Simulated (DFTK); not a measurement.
**CsBr under changes of volume**

One of the cells (40.468 Å³/atom); the others are scaled copies at fixed shape and fractional positions:

```xyz
2
Lattice="4.3256 0.0000 0.0000 0.0000 4.3256 0.0000 0.0000 0.0000 4.3256" Properties=species:S:1:pos:R:3 pbc="T T T"
Cs    0.0000    0.0000    0.0000
Br    2.1628    2.1628    2.1628
```

The cell comes from a database or a generator and needn't be the stable form of this composition.

| Property | Result |
| --- | --- |
| Program | DFTK 0.8.2 |
| Functional | PBEsol |
| Potentials or basis | dojo.nc.sr.pbesol.v0_4_1.standard.upf (PBEsol) |
| Cutoff | 789 eV |
| k mesh | 6 × 6 × 6 |
| Occupations | fermi-dirac, width 0.05 eV |
| Spin | no spin polarisation |

| volume (Å³/atom) | energy over the lowest point (meV/atom) | pressure (GPa) | gap on the mesh (eV) |
| --- | --- | --- | --- |
| 38.040 | 0.00 | 0.0 | 4.46 |
| 38.850 | 0.67 | -0.3 | 4.38 |
| 39.659 | 2.86 | -0.6 | 4.31 |
| 40.468 | 6.35 | -0.8 | 4.23 |
| 41.278 | ? | ? | ? |
| 42.087 | 16.65 | -1.2 | 4.09 |

Question: What does the run at 41.278 Å³/atom give?

Answer: Energy over the lowest point 11.00 meV/atom; pressure -1.0 GPa; gap on the mesh 4.16 eV.

Worked out: A Birch-Murnaghan fit of order 3 (a polynomial in V^(-2/3)) to the other rows has its minimum at 38.11 Å³/atom with B0 = V·E''(V) = 15.9 GPa and B' = 5.4. It gives 11.00 meV/atom at 41.278 Å³/atom, against the run's 11.00, and -dE/dV = -1.0 GPa, against -1.0. A straight line through the other rows of the gap, of slope -3.66 eV per unit of ln V, gives 4.16 eV, against the run's 4.16.

Energies are extrapolated to zero smearing.

Caveats: spin-orbit coupling is left out, which moves the levels of the heavy elements.
